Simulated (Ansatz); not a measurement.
# Hf (P6/mmm): compression over a wide range

One table from this session's results is given with a row withheld; the runs are named, their logs left out.

Method: DFT PBE, scalar-relativistic, plane waves, PAW, in Ansatz 0.2.0.

### The system as given

Symmetry: P6/mmm, No. 191, hexagonal system. Conventional cell: a = 4.994 Å, b = 4.994 Å, c = 3.099 Å, α = 90.00°, β = 90.00°, γ = 120.00°. Hf (site symmetry -6m2) has 11 Hf at 2.88 to 3.27 Å as nearest neighbours. Hf (site symmetry 6/mmm) has 14 Hf at 3.10 to 3.27 Å as nearest neighbours.

Coordinates:

```xyz
3
Lattice="4.9936 0.0000 0.0000 -2.4968 4.3246 0.0000 0.0000 0.0000 3.0987" Properties=species:S:1:pos:R:3 pbc="T T T"
Hf    2.4968    1.4415    1.5493
Hf    0.0000    2.8831    1.5493
Hf    0.0000    0.0000    0.0000
```

An earlier run at PBE left this cell at 22.306 Å³/atom and 0.00 GPa (10×10×12 mesh).

The first run:

Input file input.yaml:

```yaml
crystal:
  lattice:
    - [4.9261488135, 0.0, 0.0]
    - [-2.4630744068, 4.2661700153, 0.0]
    - [0.0, 0.0, 3.0567866427]
  atoms:
    - { symbol: Hf, position: [0.6666666667, 0.3333333333, 0.5] }
    - { symbol: Hf, position: [0.3333333333, 0.6666666667, 0.5] }
    - { symbol: Hf, position: [0.0, 0.0, 0.0] }
basis:
  ecutwfc: 420
  ecutrho_ratio: 4
kpoints:
  mp_grid: { grid: [10, 10, 14] }
hamiltonian:
  xc: pbe
scf:
  occupations: { method: gaussian, width: 0.05 }
output:
  forces: true
  stress: true
  eigenvalues: true
relax:
  f_tol: 0.01
  max_steps: 40
  cell: { stress_tol: 0.1, fix: [volume] }
```

Started as:

```console
$ ansatz run input.yaml --threads 1 --pin off --max-ram 2560MiB --backend cpu --events-out ev --progress --plain --runs-dir out
```

Steps of the session up to this table: Volume × 0.96; Volume × 1.04; Volume × 0.92; Volume × 0.88; Volume × 0.84; Volume × 0.8; Volume × 0.76; Volume × 0.72.

One of the session's tables, all rows but one given; the rest of the session is left out.

```
volume (Å³/atom)  energy above the lowest (meV/atom)  pressure (GPa)
          16.060                               958.4            63.2
          16.952                               650.7            47.9
          17.845                               419.9            35.5
          18.737                               251.2            25.5
          19.629                               132.7            17.3
          20.521                                   ?               ?
          21.414                                13.8             4.8
          22.306                                 0.0             0.0
          23.198                                11.4            -3.9
```

Q: Estimate the row for volume (Å³/atom) = 20.521 from the others.

Worked estimate for «energy above the lowest (meV/atom)». A straight line through the neighbours (19.629, 132.7) and (21.414, 13.8) gives 132.7 + (13.8 − 132.7) × (20.521 − 19.629) / (21.414 − 19.629) = 73.3; a parabola fitted to 4 rows on both sides gives 55.8.

As computed: energy above the lowest (meV/atom): 55.9; pressure (GPa): 10.5. In «energy above the lowest (meV/atom)» the line misses by +17.4 and the parabola by -0.1.

Caveats from the session: The k mesh is not the same at all volumes. Other structures may be lower in enthalpy at these pressures.
